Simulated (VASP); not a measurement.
# HfH2 (I4/mmm) in VASP: notebook

The runs below take HfH2 through single point, with PBEsol.

Program: VASP 6.6.1. These are calculated values, not measurements. Logs are shortened: lines on timing, memory, paths and dates and some standing lists are left out, and cuts for length are marked.

### 1 The crystal as given

Symmetry: I4/mmm, No. 139, tetragonal system. Conventional cell: a = 3.478 Å, b = 3.478 Å, c = 4.361 Å, α = 90.00°, β = 90.00°, γ = 90.00°. Hf (site symmetry 4/mmm) is surrounded by 8 H at 2.05 Å. H (site symmetry -4m2) has 4 Hf at 2.05 Å and 2 H at 2.18 Å as nearest neighbours.

### 2 Single point, PBEsol

The input, INCAR:

```
PREC = Low
ENCUT = 460
EDIFF = 1E-6
ISMEAR = 1
SIGMA = 0.15
LREAL = False
LASPH = True
NELM = 100
ALGO = Normal
ISIF = 2
LWAVE = False
LCHARG = False
GGA = PS
NBANDS = 13
ADDGRID = False
```

The input, KPOINTS:

```
Automatic mesh
0
Gamma
  10 10 10
```

The input, POSCAR:

```
HfH2
1.0
   -1.7390000000      1.7390000000      2.1805000000
    1.7390000000     -1.7390000000      2.1805000000
    1.7390000000      1.7390000000     -2.1805000000
Hf H
1 2
Direct
    0.0000000000      0.0000000000      0.0000000000
    0.2500000000      0.7500000000      0.5000000000
    0.7500000000      0.2500000000      0.5000000000
```

Potentials or basis: VASP PAW PBE potentials, release 64 (Hf_pv, H_s).

On the command line:

```bash
cat potpaw_PBE.64/Hf_pv/POTCAR potpaw_PBE.64/H_s/POTCAR > POTCAR
mpirun -np 1 vasp_std > vasp.out
```

OUTCAR:

```text
PREC = Low
   ENCUT = 460
   EDIFF = 1E-6
   ISMEAR = 1
   LREAL = False
   LASPH = True
   NELM = 100
   ISIF = 2
   GGA = PS

 Found    102 irreducible k-points:

 Following reciprocal coordinates:
            Coordinates               Weight
  0.000000  0.000000  0.000000      1.000000
  0.100000 -0.000000  0.000000      8.000000
  0.200000 -0.000000  0.000000      8.000000
  0.300000 -0.000000  0.000000      8.000000
  0.400000  0.000000  0.000000      8.000000
  0.500000  0.000000  0.000000      4.000000
   k-points           NKPTS =    102   k-points in BZ     NKDIM =    102   number of bands    NBANDS=     13
   number of dos      NEDOS =    301   number of ions     NIONS =      3
   total plane-waves  NPLWV =   5832
   dimension x,y,z NGX =    18 NGY =   18 NGZ =   18
   dimension x,y,z NGXF=    18 NGYF=   18 NGZF=   18
   ions per type =               1   2
   NGX,Y,Z   is equivalent  to a cutoff of   9.10,  9.10,  9.10 a.u.
   NGXF,Y,Z  is equivalent  to a cutoff of   9.10,  9.10,  9.10 a.u.
 SYSTEM =  unknown system
   PREC   = low       normal or accurate (medium, high low for compatibility)
   ISTART =      0    job   : 0-new  1-cont  2-samecut
   ICHARG =      2    charge: 1-file 2-atom 10-const
   ISPIN  =      1    spin polarized calculation?
   LNONCOLLINEAR =      F non collinear calculations
   LSORBIT =      F    spin-orbit coupling
   LASPH  =      T    aspherical Exc in radial PAW
   ENCUT  =  460.0 eV  33.81 Ry    5.81 a.u.   5.75  5.75  5.75*2*pi/ulx,y,z
   NELM   =    100;   NELMIN=  2; NELMDL= -5     # of ELM steps
   EDIFF  = 0.1E-05   stopping-criterion for ELM
   LREAL  =      F    real-space projection
   EDIFFG = 0.1E-04   stopping-criterion for IOM
   NSW    =      0    number of steps for IOM
   IBRION =     -1    ionic relax: 0-MD 1-quasi-New 2-CG
   NFREE  =      0    steps in history (QN), initial steepest desc. (CG)
   ISIF   =      2    stress and relaxation
   ISYM   =      2    0-nonsym 1-usesym 2-fastsym
   POTIM  = 0.5000    time-step for ionic-motion
   TEBEG  =    0.0;   TEEND  =   0.0 temperature during run
   PSTRESS=    0.0 pullay stress
   NELECT =      12.0000    total number of electrons
   NUPDOWN=      -1.0000    fix difference up-down
   EMIN   =  10.00;   EMAX   =-10.00  energy-range for DOS
   EFERMI =   0.00;   METHOD = LEGACY
   ISMEAR =     1;   SIGMA  =   0.15  broadening in eV -4-tet -1-fermi 0-gaus
   EFERMI_NEDOS =   21; number of points for ismear=-14 and -15
   IALGO  =     38    algorithm
   IMIX   =      4    mixing-type and parameters
     AMIX     =   0.40;   BMIX     =  1.00
     AMIX_MAG =   1.60;   BMIX_MAG =  1.00
  volume/ion in A,a.u.               =       8.79        59.33
  Fermi-wavevector in a.u.,A,eV,Ry     =   1.259109  2.379372 21.570088  1.585357
  Thomas-Fermi vector in A             =   2.392686
   LORBIT       =      0    0 simple, 1 ext, 2 COOP (PROOUT), +10 PAW based schemes
   GGA     = PS    functional components
   LHFCALC =     F    Hartree Fock is set to
   AEXX    =    0.0000 exact exchange contribution
   IVDW    =     0    specifies the selected vdW correction
   LEPSILON=     F    determine dielectric tensor
   LRPA    =     F    only Hartree local field effects (RPA)
 non-spin polarized calculation
 Methfessel and Paxton  Order N= 1 SIGMA  =   0.15
  energy-cutoff  :      460.00
  volume of cell :       26.38
 maximum number of plane-waves:       604
   NGX = 11   NGY = 11   NGZ = 11

 number of electron      11.9999474 magnetization

 Free energy of the ion-electron system (eV)
  ---------------------------------------------------
  ext. energy  EPLUGINS =         0.00000000
  ---------------------------------------------------
  free energy    TOTEN  =       -18.83938673 eV

  energy without entropy =      -18.84031544  energy(sigma->0) =      -18.83969630

 E-fermi :   5.2140     XC(G=0): -11.5321

 val. band max:        5.1969972343   @ k =  -0.2000   0.1000  -0.0000
 cond. band min:       5.2435325375   @ k =  -0.2000   0.2000   0.0000
 fundamental gap:      0.0465353032
 Fermi energy:         5.2139833673

 k-point     1 :       0.0000    0.0000    0.0000
  band No.  band energies     occupation
      1     -25.7080      2.00000
      2     -25.7080      2.00000
      3     -25.6484      2.00000
      4      -6.0363      2.00000
      5       3.9787      2.00000
      6       4.7449      2.00009
      7       4.7450      2.00009
      8       5.5286     -0.01151
      9       7.0720     -0.00000
     10       8.4109      0.00000
     11      16.6109      0.00000
     12      17.0552      0.00000
     13      17.0552      0.00000

 k-point     2 :       0.1000   -0.0000    0.0000
  band No.  band energies     occupation
      1     -25.7524      2.00000
      2     -25.7191      2.00000
      3     -25.6646      2.00000
      4      -5.7626      2.00000
      5       2.5281      2.00000
      6       4.8608      2.00433
      7       5.3110      0.12018
      8       6.8632     -0.00000
      9       7.0043     -0.00000
     10       8.2321      0.00000
     11      15.1815      0.00000
     12      17.6376      0.00000
     13      17.6599      0.00000

 k-point     3 :       0.2000   -0.0000    0.0000
  band No.  band energies     occupation
      1     -25.8926      2.00000
      2     -25.7480      2.00000
      3     -25.6796      2.00000
      4      -5.0189      2.00000
      5       1.0956      2.00000
      6       4.9695      2.04341
      7       5.7099     -0.00003
      8       7.1696     -0.00000
      9       7.8267     -0.00000
     10       9.1244      0.00000
     11      13.8207      0.00000
     12      17.5477      0.00000
     13      17.9085      0.00000

 k-point     4 :       0.3000   -0.0000    0.0000
  band No.  band energies     occupation
      1     -26.0667      2.00000
      2     -25.7834      2.00000
      3     -25.6912      2.00000
      4      -4.0634      2.00000
      5       0.1970      2.00000
      6       4.7728      2.00026
      7       5.9228     -0.00000
      8       8.0009     -0.00000
      9       8.0439     -0.00000
     10      10.2706      0.00000
     11      13.7212      0.00000
     12      15.0606      0.00000
     13      17.6830      0.00000

 k-point     5 :       0.4000    0.0000    0.0000
  band No.  band energies     occupation
      1     -26.2039      2.00000
      2     -25.8119      2.00000
      3     -25.6996      2.00000
      4      -3.3514      2.00000
      5      -0.0400      2.00000
      6       4.5117      2.00000
      7       5.8423     -0.00000
      8       8.6525      0.00000
      9       9.3096      0.00000
     10      10.0102      0.00000
     11      12.2967      0.00000
     12      16.0092      0.00000
     13      17.4213      0.00000

 k-point     6 :       0.5000    0.0000    0.0000
  band No.  band energies     occupation
      1     -26.2554      2.00000
      2     -25.8227      2.00000
      3     -25.7028      2.00000
      4      -3.1418      2.00000
      5       0.0433      2.00000
      6       4.4058      2.00000
      7       5.7757     -0.00000
      8       9.0032      0.00000
      9       9.7845      0.00000
     10      10.0348      0.00000
     11      11.4892      0.00000
     12      16.3010      0.00000
     13      17.0272      0.00000

 [... further k-points ...]

------------------------ aborting loop because EDIFF is reached ----------------------------------------

  FORCE on cell =-STRESS in cart. coord.  units (eV):
  Direction    XX          YY          ZZ          XY          YZ          ZX
  --------------------------------------------------------------------------------------
  -------------------------------------------------------------------------------------
  Total       -0.8812066     -0.8812066     -1.0106593      0.0000000      0.0000000      0.0000000
  in kB      -53.5270227    -53.5270227    -61.3903493      0.0000000      0.0000000      0.0000000
  external PRESSURE =     -56.1481315 kB  Pullay stress =       0.0000000 kB

 VOLUME and BASIS-vectors are now :
 -----------------------------------------------------------------------------
  energy-cutoff  :      460.00
  volume of cell :       26.38
      direct lattice vectors                 reciprocal lattice vectors
    -1.739000000  1.739000000  2.180500000     0.000000000  0.287521564  0.229305205
     1.739000000 -1.739000000  2.180500000     0.287521564  0.000000000  0.229305205
     1.739000000  1.739000000 -2.180500000     0.287521564  0.287521564  0.000000000

 POSITION                                       TOTAL-FORCE (eV/Angst)
 -----------------------------------------------------------------------------------
      0.00000      0.00000      0.00000         0.000000      0.000000     -0.000000
      1.73900     -0.00000      1.09025        -0.000000      0.000000      0.000000
     -0.00000      1.73900      1.09025        -0.000000     -0.000000     -0.000000
 -----------------------------------------------------------------------------------
    total drift:                                0.000000      0.000000      0.000000

  FREE ENERGIE OF THE ION-ELECTRON SYSTEM (eV)
  ---------------------------------------------------
  free  energy   TOTEN  =       -18.8393867256 eV

  energy  without entropy=      -18.8403154426  energy(sigma->0) =      -18.83969630
```

Run time: 6.9 s. Hardware: 1 thread of Intel Xeon 6975P-C (Granite Rapids), shared host; peak memory 0.13 GiB.

The run converged, but some of its settings lie outside the range that counts as converged, so its numbers aren't taken as properties of the crystal.

What came out:

| Property | Result |
| --- | --- |
| Free energy | -18.8394 eV |
| Pressure | -5.6 GPa |
| Band gap on the k mesh | none (metal or under the smearing width) |

Caveat: the PAW data sets were made with another functional, which shifts forces and pressure a little.

### 3 Single point, PBEsol

INCAR, as its differences from that of step 2:

```diff
@@ -1,2 +1,2 @@
-PREC = Low
+PREC = Normal
 ENCUT = 460
```

KPOINTS is that of step 2.

POSCAR is that of step 2.

Potentials or basis: VASP PAW PBE potentials, release 64 (Hf_pv, H_s).

On the command line:

```bash
cat potpaw_PBE.64/Hf_pv/POTCAR potpaw_PBE.64/H_s/POTCAR > POTCAR
mpirun -np 1 vasp_std > vasp.out
```

OUTCAR:

```text
PREC = Normal
   ENCUT = 460
   EDIFF = 1E-6
   ISMEAR = 1
   LREAL = False
   LASPH = True
   NELM = 100
   ISIF = 2
   GGA = PS

 Found    102 irreducible k-points:

 Following reciprocal coordinates:
            Coordinates               Weight
  0.000000  0.000000  0.000000      1.000000
  0.100000 -0.000000  0.000000      8.000000
  0.200000 -0.000000  0.000000      8.000000
  0.300000 -0.000000  0.000000      8.000000
  0.400000  0.000000  0.000000      8.000000
  0.500000  0.000000  0.000000      4.000000
   k-points           NKPTS =    102   k-points in BZ     NKDIM =    102   number of bands    NBANDS=     13
   number of dos      NEDOS =    301   number of ions     NIONS =      3
   total plane-waves  NPLWV =   5832
   dimension x,y,z NGX =    18 NGY =   18 NGZ =   18
   dimension x,y,z NGXF=    36 NGYF=   36 NGZF=   36
   ions per type =               1   2
   NGX,Y,Z   is equivalent  to a cutoff of   9.10,  9.10,  9.10 a.u.
   NGXF,Y,Z  is equivalent  to a cutoff of  18.21, 18.21, 18.21 a.u.
 SYSTEM =  unknown system
   PREC   = normal    normal or accurate (medium, high low for compatibility)
   ISTART =      0    job   : 0-new  1-cont  2-samecut
   ICHARG =      2    charge: 1-file 2-atom 10-const
   ISPIN  =      1    spin polarized calculation?
   LNONCOLLINEAR =      F non collinear calculations
   LSORBIT =      F    spin-orbit coupling
   LASPH  =      T    aspherical Exc in radial PAW
   ENCUT  =  460.0 eV  33.81 Ry    5.81 a.u.   5.75  5.75  5.75*2*pi/ulx,y,z
   NELM   =    100;   NELMIN=  2; NELMDL= -5     # of ELM steps
   EDIFF  = 0.1E-05   stopping-criterion for ELM
   LREAL  =      F    real-space projection
   EDIFFG = 0.1E-04   stopping-criterion for IOM
   NSW    =      0    number of steps for IOM
   IBRION =     -1    ionic relax: 0-MD 1-quasi-New 2-CG
   NFREE  =      0    steps in history (QN), initial steepest desc. (CG)
   ISIF   =      2    stress and relaxation
   ISYM   =      2    0-nonsym 1-usesym 2-fastsym
   POTIM  = 0.5000    time-step for ionic-motion
   TEBEG  =    0.0;   TEEND  =   0.0 temperature during run
   PSTRESS=    0.0 pullay stress
   NELECT =      12.0000    total number of electrons
   NUPDOWN=      -1.0000    fix difference up-down
   EMIN   =  10.00;   EMAX   =-10.00  energy-range for DOS
   EFERMI =   0.00;   METHOD = LEGACY
   ISMEAR =     1;   SIGMA  =   0.15  broadening in eV -4-tet -1-fermi 0-gaus
   EFERMI_NEDOS =   21; number of points for ismear=-14 and -15
   IALGO  =     38    algorithm
[... 23 lines left out ...]
  ---------------------------------------------------
  ext. energy  EPLUGINS =         0.00000000
  ---------------------------------------------------
  free energy    TOTEN  =       -18.83986664 eV

  energy without entropy =      -18.84079520  energy(sigma->0) =      -18.84017616

 E-fermi :   5.2139     XC(G=0): -11.5322

 val. band max:        5.1969213097   @ k =  -0.2000   0.1000  -0.0000
 cond. band min:       5.2434961300   @ k =  -0.2000   0.2000   0.0000
 fundamental gap:      0.0465748203
 Fermi energy:         5.2139172072

 k-point     1 :       0.0000    0.0000    0.0000
  band No.  band energies     occupation
      1     -25.7080      2.00000
      2     -25.7080      2.00000
      3     -25.6485      2.00000
      4      -6.0364      2.00000
      5       3.9785      2.00000
      6       4.7449      2.00009
      7       4.7449      2.00009
      8       5.5286     -0.01150
      9       7.0720     -0.00000
     10       8.4109      0.00000
     11      16.6108      0.00000
     12      17.0552      0.00000
     13      17.0552      0.00000
[... 66 lines left out ...]
  band No.  band energies     occupation
      1     -26.2554      2.00000
      2     -25.8227      2.00000
      3     -25.7028      2.00000
      4      -3.1419      2.00000
      5       0.0432      2.00000
      6       4.4058      2.00000
      7       5.7757     -0.00000
      8       9.0032      0.00000
      9       9.7844      0.00000
     10      10.0347      0.00000
     11      11.4891      0.00000
     12      16.3009      0.00000
     13      17.0272      0.00000

 [... further k-points ...]

------------------------ aborting loop because EDIFF is reached ----------------------------------------

  FORCE on cell =-STRESS in cart. coord.  units (eV):
  Direction    XX          YY          ZZ          XY          YZ          ZX
  --------------------------------------------------------------------------------------
  -------------------------------------------------------------------------------------
  Total       -0.8876670     -0.8876670     -1.0125059      0.0000000      0.0000000      0.0000000
  in kB      -53.9194429    -53.9194429    -61.5025181      0.0000000      0.0000000      0.0000000
  external PRESSURE =     -56.4471346 kB  Pullay stress =       0.0000000 kB

 VOLUME and BASIS-vectors are now :
 -----------------------------------------------------------------------------
  energy-cutoff  :      460.00
  volume of cell :       26.38
      direct lattice vectors                 reciprocal lattice vectors
    -1.739000000  1.739000000  2.180500000     0.000000000  0.287521564  0.229305205
     1.739000000 -1.739000000  2.180500000     0.287521564  0.000000000  0.229305205
     1.739000000  1.739000000 -2.180500000     0.287521564  0.287521564  0.000000000

 POSITION                                       TOTAL-FORCE (eV/Angst)
 -----------------------------------------------------------------------------------
      0.00000      0.00000      0.00000         0.000000      0.000000      0.000000
      1.73900     -0.00000      1.09025        -0.000000      0.000000     -0.000000
     -0.00000      1.73900      1.09025         0.000000     -0.000000     -0.000000
 -----------------------------------------------------------------------------------
    total drift:                                0.000000      0.000000      0.000000

  FREE ENERGIE OF THE ION-ELECTRON SYSTEM (eV)
  ---------------------------------------------------
  free  energy   TOTEN  =       -18.8398666363 eV

  energy  without entropy=      -18.8407952048  energy(sigma->0) =      -18.84017616
```

Wall time 6.9 s (1 thread of Intel Xeon 6975P-C (Granite Rapids), shared host); peak memory 0.14 GiB.

These settings aren't checked as converged: the numbers below hold their error.

What came out:

| Property | Result |
| --- | --- |
| Free energy | -18.8399 eV |
| Pressure | -5.6 GPa |
| Band gap on the k mesh | none (metal or under the smearing width) |

Caveat: the PAW data sets were made with another functional, which shifts forces and pressure a little.
